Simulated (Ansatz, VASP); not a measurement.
# AgCl: VASP beside Ansatz, part 2 of 2

Wanted: the spread between two codes on one cell, functional and k mesh.

VASP 6.6.1 and Ansatz 0.2.0.

So far: The structure; Ansatz: G0W0 gap, PBE.

In doubt: one-shot GW on d or f shells is unsure, so the values of those runs are not to be relied on.

### Step 3. VASP: G0W0 gap, PBE

Level of this step: G0W0 on PBE; plane waves and PAW (Ag_GW, Cl_GW) (VASP).

The same cell, functional and mesh now go to VASP, with its own data sets and cutoff.

Lines of VASP's logs that name or quote its potential files are left out, and so is its time.

The run reads the wave functions of an earlier VASP run, which isn't shown here.

Input file INCAR:

```
SYSTEM = AgCl
PREC = Accurate
ENCUT = 300
ISMEAR = 0
SIGMA = 0.01
LREAL = .FALSE.
GGA = PE
NBANDS = 128
ALGO = EVGW0
NELMGW = 1
ENCUTGW = 120
NOMEGA = 48
PRECFOCK = Fast
NBANDSGW = 24
LWAVE = .FALSE.
LCHARG = .FALSE.
```

Input file POSCAR:

```
AgCl
1.0
    0.0000000000      2.7726629968      2.7726629968
    2.7726629968      0.0000000000      2.7726629968
    2.7726629968      2.7726629968      0.0000000000
Ag Cl
1 1
Direct
    0.0000000000      0.0000000000      0.0000000000
    0.5000000000      0.5000000000      0.5000000000
```

Input file KPOINTS:

```
Automatic mesh
0
Gamma
4 4 4
0 0 0
```

The projector-augmented-wave data sets are Ag_GW and Cl_GW (PBE family, release 64).

On the command line:

```sh
$ mpirun -np 8 vasp_std
```

Numbers of over 12 decimals in the logs are rounded to 6 here.

The program printed:

```text
[banner, memory and clock lines left out]
running    8 mpi-ranks, on    1 nodes
 distrk:  each k-point on    8 cores,    1 groups
 distr:  one band on    1 cores,    8 groups

 POSCAR found type information on POSCAR AgCl
 POSCAR found :  2 types and       2 ions
|                                                                             |
|           W    W    AA    RRRRR   N    N  II  N    N   GGGG   !!!           |
|           W    W   A  A   R    R  NN   N  II  NN   N  G    G  !!!           |
|           W    W  A    A  R    R  N N  N  II  N N  N  G       !!!           |
|           W WW W  AAAAAA  RRRRR   N  N N  II  N  N N  G  GGG   !            |
|           WW  WW  A    A  R   R   N   NN  II  N   NN  G    G                |
|           W    W  A    A  R    R  N    N  II  N    N   GGGG   !!!           |
|                                                                             |
|     For optimal performance we recommend to set                             |
|       NCORE = 2 up to number-of-cores-per-socket                            |
|     NCORE specifies how many cores store one orbital (NPAR=cpu/NCORE).      |
|     This setting can greatly improve the performance of VASP for DFT.       |
|     The default, NCORE=1 might be grossly inefficient on modern             |
|     multi-core architectures or massively parallel machines. Do your        |
|     Unfortunately you need to use the default for GW and RPA                |
|     calculations (for HF NCORE is supported but not extensively tested      |
|     yet).                                                                   |
|                                                                             |

|                                                                             |
|           W    W    AA    RRRRR   N    N  II  N    N   GGGG   !!!           |
|           W    W   A  A   R    R  NN   N  II  NN   N  G    G  !!!           |
|           W    W  A    A  R    R  N N  N  II  N N  N  G       !!!           |
|           W WW W  AAAAAA  RRRRR   N  N N  II  N  N N  G  GGG   !            |
|           WW  WW  A    A  R   R   N   NN  II  N   NN  G    G                |
|           W    W  A    A  R    R  N    N  II  N    N   GGGG   !!!           |
|                                                                             |
|     The default for ENCUTGWSOFT is different in this version of VASP.       |
|     please manually set ENCUTGWSOFT =120 in the INCAR file.                 |
|                                                                             |

 LDA part: xc-table for (Slater+PW92), standard interpolation
 found WAVECAR, reading the header
 POSCAR, INCAR and KPOINTS ok, starting setup
 FFT: planning ... GRIDC
 FFT: planning ... GRID_SOFT
 FFT: planning ... GRID
 reading WAVECAR
 the WAVECAR file was read successfully
 initial charge from wavefunction
 available memory per node:     33.18 GB, setting MAXMEM to     33977

 The Fermi energy was updated, please check that it is located mid-gap
 values below the HOMO (VB) or above the LUMO (CB) will cause erroneous energies
 E-fermi :   4.1815

 calculate exact exchange contribution
 the WAVEDER file was read successfully
energies w=
    0.000    0.000    0.401    0.000    0.800    0.000    1.196    0.000
    1.587    0.000    1.973    0.000    2.351    0.000    2.724    0.000
    3.089    0.000    3.447    0.000    3.799    0.000    4.145    0.000
    4.486    0.000    4.824    0.000    5.158    0.000    5.491    0.000
    5.823    0.000    6.157    0.000    6.493    0.000    6.834    0.000
    7.180    0.000    7.535    0.000    7.900    0.000    8.277    0.000
    8.670    0.000    9.082    0.000    9.516    0.000    9.977    0.000
   10.471    0.000   11.002    0.000   11.580    0.000   12.215    0.000
   12.916    0.000   13.701    0.000   14.589    0.000   15.605    0.000
   16.784    0.000   18.174    0.000   19.841    0.000   21.881    0.000
   24.440    0.000   27.747    0.000   32.187    0.000   38.454    0.000
   47.948    0.000   63.977    0.000   96.671    0.000  199.370    0.000
 responsefunction array rank=     144
 LDA part: xc-table for (Slater+PW92), standard interpolation

 min. memory requirement per mpi rank     90.4 MB, per node    723.4 MB

 allocating   6 responsefunctions rank=   144
 shmem allocating  48 responsefunctions rank=   144
 response function shared by NCSHMEM nodes    1
 Doing            6  frequencies on each core in blocks of           48
NQ=   1    0.0000    0.0000    0.0000,
|.........|.........|.........|.........|.........|.........|.........|.........
 performed        186000 updates of chi_q(r,r)
 total number of BLAS operations         27.96 Gflops
NQ=   2    0.2500    0.0000    0.0000,
|.........|.........|.........|.........|.........|.........|.........|.........
 performed        593000 updates of chi_q(r,r)
 total number of BLAS operations         84.76 Gflops
NQ=   3    0.5000    0.0000    0.0000,
|.........|.........|.........|.........|.........|.........|.........|.........
 performed        889000 updates of chi_q(r,r)
 total number of BLAS operations        118.95 Gflops
NQ=   4    0.2500    0.2500    0.0000,
|.........|.........|.........|.........|.........|.........|.........|.........
 performed       1253000 updates of chi_q(r,r)
 total number of BLAS operations        170.52 Gflops
NQ=   5    0.5000    0.2500    0.0000,
|.........|.........|.........|.........|.........|.........|.........|.........
 performed       1758000 updates of chi_q(r,r)
 total number of BLAS operations        232.73 Gflops
NQ=   6   -0.2500    0.2500    0.0000,
|.........|.........|.........|.........|.........|.........|.........|.........
 performed       2202000 updates of chi_q(r,r)
 total number of BLAS operations        296.55 Gflops
NQ=   7    0.5000    0.5000    0.0000,
|.........|.........|.........|.........|.........|.........|.........|.........
 performed       2474000 updates of chi_q(r,r)
 total number of BLAS operations        325.86 Gflops
NQ=   8   -0.2500    0.5000    0.2500,
|.........|.........|.........|.........|.........|.........|.........|.........
 performed       2844000 updates of chi_q(r,r)
 total number of BLAS operations        365.75 Gflops
 resolving degeneracies of screened two electron integrals

 calculate QP shifts <psi_nk| G(iteration)W_0 |psi_nk>: iteration 1
 entering main loop
```

OUTCAR, selected parts (step 3):

```text
ion  position               nearest neighbor table
   1  0.000  0.000  0.000-   2 2.77   2 2.77   2 2.77   2 2.77   2 2.77   2 2.77
   2  0.500  0.500  0.500-   1 2.77   1 2.77   1 2.77   1 2.77   1 2.77   1 2.77

  LATTYP: Found a face centered cubic cell.
 ALAT       =     5.5453259936

 Subroutine GETGRP returns: Found 48 space group operations
 (whereof 48 operations were pure point group operations)

The static configuration has the point symmetry O_h .

 Found      8 irreducible k-points:

   k-points           NKPTS =      8   k-points in BZ     NKDIM =     64   number of bands    NBANDS=    128

   dimension x,y,z NGX =    24 NGY =   24 NGZ =   24
   dimension x,y,z NGXF=    48 NGYF=   48 NGZF=   48

   ENCUT  =  300.0 eV  22.05 Ry    4.70 a.u.   5.54  5.54  5.54*2*pi/ulx,y,z

   NELECT =      18.0000    total number of electrons

  energy-cutoff  :      300.00
  volume of cell :       42.63
      direct lattice vectors                 reciprocal lattice vectors
     0.000000000  2.772662997  2.772662997    -0.180332049  0.180332049  0.180332049
     2.772662997  0.000000000  2.772662997     0.180332049 -0.180332049  0.180332049
     2.772662997  2.772662997  0.000000000     0.180332049  0.180332049 -0.180332049

 k-points in reciprocal lattice and weights: Automatic mesh
   0.00000000  0.00000000  0.00000000       0.016
   0.25000000  0.00000000  0.00000000       0.125
   0.50000000  0.00000000  0.00000000       0.062
   0.25000000  0.25000000  0.00000000       0.094
   0.50000000  0.25000000  0.00000000       0.375
  -0.25000000  0.25000000  0.00000000       0.188
   0.50000000  0.50000000  0.00000000       0.047
  -0.25000000  0.50000000  0.25000000       0.094

 E-fermi :   4.1815

 QP shifts <psi_nk| G(iteration)W_0 |psi_nk>: iteration 1
 for sc-GW calculations column KS-energies equals QP-energies in previous step
 and V_xc(KS)=  KS-energies - (<T + V_ion + V_H > + <T+V_H+V_ion>^1  + <V_x>^1)
 k-point   1 :       0.0000    0.0000    0.0000
  band No.  KS-energies  QP-energies   sigma(KS)   V_xc(KS)     V^pw_x(r,r')   Z            occupation Imag(sigma)
    ...
      6       1.3327      -0.2390     -16.7720     -14.5647     -21.4310       0.7121       2.0000       0.3172
      7       1.4072       0.5594     -15.6813     -14.5294     -18.6778       0.7361       2.0000       0.1597
      8       1.4072       0.5594     -15.6813     -14.5294     -18.6778       0.7361       2.0000       0.1597
      9       1.4072       0.5594     -15.6813     -14.5294     -18.6778       0.7361       2.0000       0.1597
     10       4.6258       4.8824      -9.6217      -9.9418      -5.6337       0.8014       0.0000      -0.0479
     11      14.4642      15.0540      -9.8979     -10.6561      -5.2923       0.7778       0.0000      -0.1431
     12      14.4642      15.0540      -9.8979     -10.6561      -5.2923       0.7778       0.0000      -0.1431
     13      14.4642      15.0540      -9.8979     -10.6561      -5.2923       0.7778       0.0000      -0.1431
    ...

 k-point   2 :       0.2500    0.0000    0.0000
  band No.  KS-energies  QP-energies   sigma(KS)   V_xc(KS)     V^pw_x(r,r')   Z            occupation Imag(sigma)
    ...
      6       1.4707      -0.1418     -16.7656     -14.5254     -21.2511       0.7198       2.0000       0.2882
      7       1.7278       0.2489     -16.4873     -14.4553     -20.5348       0.7278       2.0000       0.2571
      8       2.9338       1.7761     -16.7678     -15.2129     -20.2094       0.7445       2.0000       0.2107
      9       2.9338       1.7761     -16.7678     -15.2129     -20.2094       0.7445       2.0000       0.2107
     10       6.6576       7.0271     -10.4879     -10.9565      -6.5020       0.7886       0.0000      -0.0467
     11      11.5148      11.9370      -9.3138      -9.8546      -4.6974       0.7808       0.0000      -0.1151
     12      12.8648      13.4027      -9.5105     -10.1968      -4.7968       0.7839       0.0000      -0.1427
     13      12.8648      13.4027      -9.5105     -10.1968      -4.7968       0.7839       0.0000      -0.1427
    ...

 k-point   3 :       0.5000    0.0000    0.0000
  band No.  KS-energies  QP-energies   sigma(KS)   V_xc(KS)     V^pw_x(r,r')   Z            occupation Imag(sigma)
    ...
      6       1.6580       0.0384     -16.9979     -14.7536     -21.4945       0.7217       2.0000       0.2878
      7       1.9711       0.4527     -16.8628     -14.7812     -21.0171       0.7294       2.0000       0.2637
      8       3.7371       2.6032     -17.1867     -15.6813     -20.5370       0.7532       2.0000       0.2081
      9       3.7371       2.6032     -17.1867     -15.6813     -20.5370       0.7532       2.0000       0.2081
     10       7.9566       8.1670      -8.3225      -8.5839      -4.3359       0.8050       0.0000      -0.0593
     11      10.2559      10.9443     -11.6896     -12.6104      -6.4401       0.7477       0.0000      -0.1388
     12      11.3478      11.8446      -9.1390      -9.7718      -4.6018       0.7850       0.0000      -0.0941
     13      11.3478      11.8446      -9.1390      -9.7718      -4.6018       0.7850       0.0000      -0.0941
    ...

 k-point   4 :       0.2500    0.2500    0.0000
  band No.  KS-energies  QP-energies   sigma(KS)   V_xc(KS)     V^pw_x(r,r')   Z            occupation Imag(sigma)
    ...
      6       1.4274      -0.1518     -16.8750     -14.6626     -21.5413       0.7138       2.0000       0.3159
      7       1.9682       0.5844     -16.7948     -14.9029     -20.7573       0.7314       2.0000       0.2436
      8       1.9682       0.5844     -16.7948     -14.9029     -20.7573       0.7314       2.0000       0.2436
      9       2.4007       1.0875     -16.0326     -14.2610     -19.5104       0.7412       2.0000       0.2347
     10       7.1458       7.5572     -11.4143     -11.9403      -7.5210       0.7821       0.0000      -0.0368
     11      11.1097      11.5612      -9.2201      -9.7982      -4.5489       0.7809       0.0000      -0.1108
     12      12.4696      12.8010      -9.1461      -9.5668      -4.9522       0.7879       0.0000      -0.0866
     13      13.8606      14.3877      -9.4522     -10.1336      -4.5059       0.7736       0.0000      -0.1856
    ...

[... 4 further parts left out ...]
```

### Step 4. Side by side

Known differences besides the potentials themselves: the two programs' PAW sets differ in cores and partial waves; the data sets hold 26 valence electrons in Ansatz (default PAW (the set named soft_2) files) and 18 in VASP; the cutoff is 420 eV in Ansatz and 300 eV in VASP; VASP leaves aspherical gradient terms in its spheres out (LASPH is not set), Ansatz keeps them; Ansatz integrates over frequency by contour deformation, VASP on a grid of NOMEGA points. Total energies have different zeros and are not compared.

Compared:

```csv
quantity,Ansatz,VASP,difference
G0W0 gap on the mesh (eV),2.06,2.28,-0.22
PBE gap under it (eV),0.91,0.89,+0.02
```

### Step 5. What the set-up changes

Further runs change the set-up of one program: Ansatz's method, potentials or start, or VASP's data sets, cutoff or form of LDA. The table gives Ansatz less VASP for each quantity, since a change that brings one quantity closer may part another.

```csv
run,G0W0 gap on the mesh (eV),PBE gap under it (eV)
as above,-0.22,0.019
Ansatz's larger PAW set (cutoff 900 eV),-0.19,0.024
norm-conserving potentials (cutoff 960 eV),-0.19,0.022
```

### Step 6. What came out

```yaml
difference_in_g0w0_gap_on_the_mesh_g0w0_gap_pbe: -0.22 eV
```

What this shows: The difference in G0W0 gap on the mesh is -0.22 eV (G0W0 gap, PBE), beyond the 0.15 eV picked in this series as the mark of a large difference. G0W0 gap, PBE, Ansatz's larger PAW set (cutoff 900 eV): the difference in PBE gap under it goes from 0.019 to 0.024 eV. Such differences can come from data sets, numerical settings and the points named under the comparisons, not from the functional's error against experiment.

[Lines on the potential files, build, host, timing and source positions are cut from VASP's logs without a mark.]

[Logs are printed without paths, hosts, clocks, repeated set-up lines and the standing remarks that a program may print on its own settings, such as how far it seeks lower states.]

[Hosts, paths, dates, database ids (printed as entryN), source tags and the programs' standing remarks are cut or masked in the printed files.]
